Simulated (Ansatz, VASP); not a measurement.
SnO2 in VASP and in Ansatz

The input INCAR:

```
PREC     = Accurate       # precision mode
ENCUT    = 520            # plane-wave cutoff, eV
EDIFF    = 1E-6           # SCF threshold, eV
ISMEAR   = 1              # smearing method
SIGMA    = 0.02           # smearing width, eV
LREAL    = False          # projectors in reciprocal space
LASPH    = True           # aspherical terms in the spheres
NELM     = 80             # most SCF steps
ALGO     = Normal         # electronic algorithm
ISIF     = 2              # what is computed and relaxed
LWAVE    = False          # write WAVECAR
LCHARG   = True           # write CHGCAR
GGA      = PS             # functional
LELF     = True           # ELF
LVHAR    = True         
NBANDS   = 20             # bands
```

Contents of KPOINTS:

```
regular mesh
0
Gamma
  8 8 8
```

Contents of POSCAR:

```
SnO2
1.0
    1.6436075151      0.9489372362      4.8793048089
   -1.6436075151      0.9489372362      4.8793048089
    0.0000000000     -1.8978744724      4.8793048089
Sn O
1 2
Direct
    0.5000000000      0.5000000000      0.5000000000
    0.2371700000      0.2371700000      0.2371700000
    0.7628300000      0.7628300000      0.7628300000
```

Input for Ansatz:

```yaml
crystal:
  lattice:
    - [1.6436075151425105, 0.9489372361842576, 4.879304808864418]
    - [-1.6436075151425105, 0.9489372361842576, 4.879304808864418]
    - [0.0, -1.8978744723685153, 4.879304808864418]
  atoms:
    - { symbol: Sn, position: [0.5, 0.5, 0.5] }
    - { symbol: O, position: [0.23717, 0.23717, 0.23717] }
    - { symbol: O, position: [0.76283, 0.76283, 0.76283] }
basis:
  ecutwfc: 500.0
kpoints:
  mp_grid:
    grid: [8, 8, 8]
hamiltonian:
  xc: pbesol
scf:
  convergence:
    dr2_threshold: 1.0e-09
  occupations:
    method: cold
    width: 0.02
output:
  stress: true
```

Measurements of this composition are mostly on another form, of space group No. 136.

Alike in both runs: task single point; functional PBEsol; k mesh 8 × 8 × 8; no spin polarisation.

```csv
,VASP,Ansatz
version,VASP 6.6.1,Ansatz 0.2.0
potentials or method,"VASP PAW PBE potentials, release 64 (Sn_d, O)","plane waves, PAW"
plane-wave cutoff (eV),520,500
occupations,"methfessel-paxton of order 1, width 0.02 eV","cold, width 0.02 eV"
valence electrons in the cell,26,26
```

Ansatz gave:

* pressure (GPa): -10.8
* largest component of the traceless stress (GPa): 3.78

Question: Estimate VASP's values.

Answer: Pressure (GPa): -10.4; largest component of the traceless stress (GPa): 3.45.

Ansatz warned: «stress_scf_threshold_loose».

Caveats: the PAW data sets were made with another functional, which shifts forces and pressure a little (VASP). A k mesh can miss the band edges.
